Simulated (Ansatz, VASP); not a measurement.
# Cross-check of Al96CN95 (C_N) between VASP and Ansatz, part 2 of 2

Wanted: the spread between two codes on one cell, functional and k mesh. The cell is taken from a series of runs on this material, whose earlier steps may have relaxed, scaled, displaced or heated it; both programs get it as it stands.

VASP 6.6.1 and Ansatz 0.2.0.

So far: The starting structure; Ansatz: single point, LDA.

## Step 3: VASP: single point, LDA

Level of this step: LDA, spin-polarised from a ferromagnetic start; plane waves and PAW (Al, N, C) (VASP).

The same cell, functional (in two slightly different forms), mesh and smearing now go to VASP, with its own data sets.

Lines of VASP's logs that name or quote its potential files are left out, and so is its time.

INCAR

```
SYSTEM = Al96CN95
PREC = Accurate
ENCUT = 520
EDIFF = 1E-06
NELM = 200
ISMEAR = -1
SIGMA = 0.01
LREAL = Auto
ALGO = Normal
GGA = CA
NBANDS = 517
ISPIN = 2
MAGMOM = 0 -0 0.01 0 -0 0 -0 -0 0 -0 0 0 0 -0 -0 -0 0 0 -0 -0 -0 0 0 0 0 0.02 0.01 -0 -0 0 0 -0 0 0 -0 0 -0 0 0 0 0 0 0 -0 0 0 0 0 -0 -0 -0 0 0 0 -0 -0 0 0 0 0 -0 0 0 0 0 0 0 0 0 0 0 0 -0 0 -0 0 0 0 0 -0 -0 -0 0 0 0 0 -0 0 0 0 0 0 0 0 0 0 0 0.02 -0 0.05 0.01 0 0 0 0 0 0 0 0 0 0 0 -0 0 0 0 0.01 0 0.01 0 0 0.02 0.05 0 0 0.01 0.06 0.01 0.01 0 0 0 0 0 0 0 0 0 -0 0.01 0 0.01 0 0 0 -0 0 0.01 0 0.01 0 0.01 0 0 0 0 0 0 0 0 0 0 0 0 0 0 0 0 0 -0 0 0 0 0 0 0 0 0 0 0 0 0 0 0 0 0 -0 0 0 0 0 0.3
LORBIT = 11
LWAVE = .FALSE.
LCHARG = .FALSE.
ISIF = 2
NUPDOWN = 1
LASPH = .TRUE.
GGA_COMPAT = .FALSE.
```

POSCAR

```
Al96CN95
1.0
   12.3550845635      0.0000000000      0.0000000000
   -6.1775422818     10.6998170979      0.0000000000
    0.0000000000      0.0000000000     14.8298143552
Al N C
96 95 1
Direct
    0.1654902502      0.0825471387      0.1649199756
    0.0824590046      0.1661175426      0.3325091115
    0.1621179853      0.0827972438      0.4984937768
    0.0826290917      0.1670837367      0.6660250158
[... 4 atom lines left out ...]
    0.1666127652      0.3332582773      0.4991850794
[... 10 atom lines left out ...]
    0.0821935870      0.9160589994      0.3325765723
    0.1669299858      0.8346284496      0.4988682049
    0.0827669296      0.9165520121      0.6657901292
[... 2 atom lines left out ...]
    0.4163325918      0.0825413437      0.1649061919
    0.3310707776      0.1627780939      0.3314571976
    0.4199509941      0.0828326614      0.4984073869
    0.3333201255      0.1674498973      0.6626667633
[... 2 atom lines left out ...]
    0.4158126403      0.3323558915      0.1657155798
    0.3328177062      0.4157544984      0.3335383841
    0.4182623337      0.3372069696      0.5020543770
    0.3329912565      0.4178552817      0.6668192641
[... 9 atom lines left out ...]
    0.3331228474      0.9160451265      0.3325507129
    0.4166831314      0.8328089436      0.4993766415
    0.3330120125      0.9165705521      0.6657625773
[... 3 atom lines left out ...]
    0.5829568356      0.1661289766      0.3324822995
    0.6673920851      0.0831692673      0.4993757140
    0.5836816890      0.1671020294      0.6659997584
[... 3 atom lines left out ...]
    0.5822211185      0.4157716032      0.3335395198
    0.6659300698      0.3332862962      0.4991781515
    0.5841125097      0.4178596415      0.6668217924
[... 4 atom lines left out ...]
    0.6671356519      0.5844566973      0.4997233485
[... 34 atom lines left out ...]
    0.1641798930      0.0817584560      0.2916030317
    0.0795146713      0.1667944938      0.4596208427
    0.1645779605      0.0828261886      0.6272351835
[... 3 atom lines left out ...]
    0.1662553132      0.3329804571      0.2934093212
[... 1 atom line left out ...]
    0.1664726163      0.3336689510      0.6268584863
[... 9 atom lines left out ...]
    0.1662050788      0.8331525656      0.2932203197
    0.0804580559      0.9149258187      0.4597882490
    0.1664365315      0.8336454699      0.6265179629
[... 3 atom lines left out ...]
    0.4168852528      0.0817408121      0.2915795190
    0.4174556773      0.0828654684      0.6271561300
[... 3 atom lines left out ...]
    0.4156315743      0.3319760325      0.2933752783
    0.3334812129      0.4193132253      0.4606135269
    0.4180837674      0.3369161237      0.6297466915
[... 10 atom lines left out ...]
    0.3337072764      0.9149496298      0.4597674702
[... 5 atom lines left out ...]
    0.5865435124      0.1668209508      0.4595991202
[... 4 atom lines left out ...]
    0.6660065324      0.3329940569      0.2934021591
    0.5851223373      0.4193407470      0.4606139466
    0.6664513577      0.3336832430      0.6268502996
[... 38 atom lines left out ...]
    0.3335937047      0.1680715255      0.4631324160
```

KPOINTS

```
Automatic mesh
0
Gamma
1 1 1
0 0 0
```

Potentials, in the order of the species: Al, N and C (LDA family, release 64).

Command:

```
$ export OMP_NUM_THREADS=4
$ mpirun -np 1 vasp_gam
```

Numbers of over 12 decimals in the logs are rounded to 6 here.

What it wrote:

```text
[banner, memory and clock lines left out]
running    1 mpi-ranks, on    1 nodes
[...]
Offloading initialized ...    1 GPUs detected
[...]
LDA part: xc-table for (Slater(with rela. corr.)+CA(PZ))
 , standard interpolation
 POSCAR, INCAR and KPOINTS ok, starting setup
[...]
entering main loop
       N       E                     dE             d eps       ncg     rms          rms(c)
DAV:   1     0.531224838628E+04    0.53122E+04   -0.40971E+05  2084   0.143E+03
DAV:   2    -0.124156971766E+04   -0.65538E+04   -0.62002E+04  2654   0.310E+02
DAV:   3    -0.180672164568E+04   -0.56515E+03   -0.55963E+03  2480   0.929E+01
DAV:   4    -0.181752164026E+04   -0.10800E+02   -0.10754E+02  2456   0.141E+01
[...]
DAV:  16    -0.157046069932E+04    0.78467E-05   -0.26056E-04  2416   0.219E-02    0.223E-02
DAV:  17    -0.157046069859E+04    0.73267E-06   -0.30052E-05  2416   0.775E-03    0.126E-02
DAV:  18    -0.157046069772E+04    0.86955E-06   -0.38847E-06  2056   0.276E-03
   1 F= -.15704607E+04 E0= -.15704606E+04  d E =-.148742E-03  mag=     0.9974
```

Parts of OUTCAR (step 3):

```text
 magnetization (x)
# of ion       s       p       d       tot
------------------------------------------
    1        0.000   0.001   0.000   0.001
    2       -0.000  -0.000   0.000  -0.000
    3       -0.000   0.007   0.000   0.007
    4       -0.000   0.001   0.000   0.001
    5        0.000  -0.000   0.000  -0.000
    6       -0.000   0.000   0.000   0.000
[...]
190        0.000   0.000   0.000   0.000
  191        0.000   0.001   0.000   0.001
  192        0.009   0.246   0.000   0.255
--------------------------------------------------
tot          0.018   0.592   0.000   0.610
```

The run ends at a pressure of 1.00 GPa, with forces up to 0.52 eV/Å.

## Step 4: Side by side

Known differences besides the potentials themselves: VASP starts from the moments at which Ansatz ended; the two LDA forms differ slightly; the cutoff is 420 eV in Ansatz and 520 eV in VASP (PREC = Accurate, projectors in real space); VASP's log shows a relativistic correction to its local exchange, Ansatz's none; site moments are counted in spheres of each program's own size. Total energies have different zeros and are not compared.

Both answers:

| quantity | Ansatz | VASP | difference |
| --- | --- | --- | --- |
| total moment, fixed by the input (μB) | 1.00 | 1.00 | 0.00 |
| moment on C192 (μB) | 0.30 | 0.26 | +0.04 |
| moment on N127 (μB) | 0.06 | 0.06 | 0.00 |

Forces on 7 of the 192 atoms, those with the largest forces and the largest differences (eV/Å; atoms numbered as in POSCAR):

| atom | Ansatz x, y, z | VASP x, y, z |
| --- | --- | --- |
| Al3 | -0.474, -0.169, -0.061 | -0.454, -0.164, -0.060 |
| Al26 | 0.002, -0.208, -0.504 | 0.003, -0.198, -0.476 |
| Al27 | 0.473, -0.169, -0.064 | 0.453, -0.165, -0.063 |
| Al28 | -0.001, 0.056, 0.286 | 0.000, 0.053, 0.279 |
| Al33 | -0.001, 0.390, 0.164 | 0.000, 0.377, 0.156 |
| N100 | 0.189, 0.086, -0.164 | 0.187, 0.085, -0.162 |
| N127 | -0.001, -0.122, 0.253 | -0.001, -0.121, 0.248 |

The forces differ by 2.3 meV/Å r.m.s., which is 3.8 % of the r.m.s. force of 0.061 eV/Å (both taken over all components).

## Step 5: What came out

```
r.m.s. force difference (single point, LDA) : 2.3 meV/Å
```

The r.m.s. force difference is 2.3 meV/Å (single point, LDA), within the 12 meV/Å picked in this series as the mark of a large difference. How closely two codes agree says nothing of how well the functional describes the real material.

[Lines on the potential files, build, host, timing and source positions are cut from VASP's logs without a mark.]

[Logs are printed without paths, hosts, clocks, repeated set-up lines and the standing remarks that a program may print on its own settings, such as how far it seeks lower states.]

[Hosts, paths, dates, database ids (printed as entryN), source tags and the programs' standing remarks are cut or masked in the printed files.]
